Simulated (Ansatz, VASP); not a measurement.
# Two plane-wave programs on Al

```
CELL_PARAMETERS angstrom
-1.58054 1.58054 1.58054
1.58054 -1.58054 1.58054
1.58054 1.58054 -1.58054
ATOMIC_POSITIONS crystal
Al 0.00000 0.00000 0.00000
```

This isn't the form of Al at room conditions, which is fcc.

Alike in both runs: task single point; functional PBE0; k mesh 6 × 6 × 6; occupations fermi-dirac, width 0.05 eV; no spin polarisation.

|  | VASP | Ansatz |
| --- | --- | --- |
| version | VASP 6.6.1 | Ansatz 0.2.0 |
| potentials or method | VASP PAW PBE potentials, release 64 (Al) | Ansatz PAW |
| plane-wave cutoff (eV) | 520 | 420 |
| valence electrons in the cell | 3 | 3 |

Ansatz gave:

- gap on the k mesh at the Fermi level (eV): none
- pressure (GPa): 5.2

**Question.** Estimate VASP's values.

**Answer.** gap on the k mesh at the Fermi level (eV): none; pressure (GPa): 5.1.

A gap of «none» marks a metal or a gap that the smearing closes.

Caveats: the k mesh is coarse (spacing up to 0.47 Å⁻¹), so the values aren't converged, least of all with exact exchange; the PAW data sets were made with another functional, which shifts forces and pressure a little (VASP); the PAW data sets come from PBE, with cores solved anew for the run's functional, which leaves a small shift of forces and pressure (Ansatz); the thresholds are loose for stress (Ansatz).
